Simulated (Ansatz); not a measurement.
BaS: stable or not

It was reached by relaxing an invented guess, and it needn't be the stable form of this composition.

Level of theory: DFT PBE, scalar-relativistic, plane waves, PAW (Ansatz). Settings of the last relaxation (2-atom cell): 420 eV, 6×6×8 k points, Gaussian smearing of 0.02 eV, no spin polarisation.

```cif
data_structure
_symmetry_space_group_name_H-M 'P-6m2'
_symmetry_Int_Tables_number 187
_cell_length_a 4.3657
_cell_length_b 4.3657
_cell_length_c 3.9781
_cell_angle_alpha 90.000
_cell_angle_beta 90.000
_cell_angle_gamma 120.000
_cell_volume 65.66
loop_
_atom_site_label
_atom_site_type_symbol
_atom_site_symmetry_multiplicity
_atom_site_Wyckoff_symbol
_atom_site_fract_x
_atom_site_fract_y
_atom_site_fract_z
_atom_site_occupancy
Ba1 Ba 1 b 0.00000 0.00000 0.50000 1
S1 S 1 e 0.66667 0.33333 0.00000 1
```

Formation energies are uncorrected and refer to the elements' standard structures at the same level.

Question: These tests were run: energy against the elements; random kick, then relaxation without symmetry; phonons on a 3×3×4 q mesh; elastic tensor. What do they show?

Answer:

| test | result |
| --- | --- |
| energy against the elements | −1.996 eV/atom |
| random kick, then relaxation without symmetry | returns |
| phonons on a 3×3×4 q mesh | no imaginary mode on the mesh |
| elastic tensor | least eigenvalue 13 GPa |

It fails none of these tests. Whether a mixture of other phases lies lower isn't tested here.

The reference form of S is held partly by dispersion forces, which this level lacks. The kick test ran on a coarse mesh. The run for the phonons used a 6×6×8 k mesh. The run for the elastic tensor used a 6×6×8 k mesh.
